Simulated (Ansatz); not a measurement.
# Pt: strain energy, fitted

Pt, Fm-3m, a = 3.940 Å. Ansatz: r2SCAN, PAW, 500 eV, Γ-centred 18×18×14 mesh on 2 atoms, Gaussian smearing 0.10 eV; no spin polarisation. Series: biaxial strain in the a-b plane, c and atoms relaxed; x is the strain in per cent. The axes a, b, c are those of the computed cell (2.786, 2.786, 3.940 Å), along [1 1 0], [-1 1 0], [0 0 1] of the cell named above. y is the free energy over the unstrained cell, V0 = 15.293 Å³/atom.

```
x (%) y (meV/atom)
 -3.0             ?
 -2.0          9.44
 -1.0          2.05
  0.0          0.00
  1.0          1.89
  2.0          6.79
  3.0         13.74
```

Fit y = c2 x² + c3 x³ to the other rows, turn c2 into a modulus, and predict the missing energy.

Least squares on the rows shown. y = 2.0238 x² − 0.16549 x³. In eV per unit strain² c2 is 20.24; M is the biaxial modulus (E = M V0 ε²): 20.24 × 160.2 / (15.293) = 212 GPa. The unstrained cell keeps some stress along the strain, worth a slope of 0.12 meV/atom per %, which the form leaves out. At x = -3.0 the fit asked for gives 22.68 meV/atom. The run gave 23.37 meV/atom, so the fit is 0.69 meV/atom too low, 3 % of the span of the series, against an rms of 0.07 meV/atom on the fitted rows. The row lies outside the fitted range. With a term in x⁴ added, a fit to the same known rows predicts 22.70 meV/atom, no real gain.

Spin–orbit coupling is left out, which can shift energies with elements as heavy as these.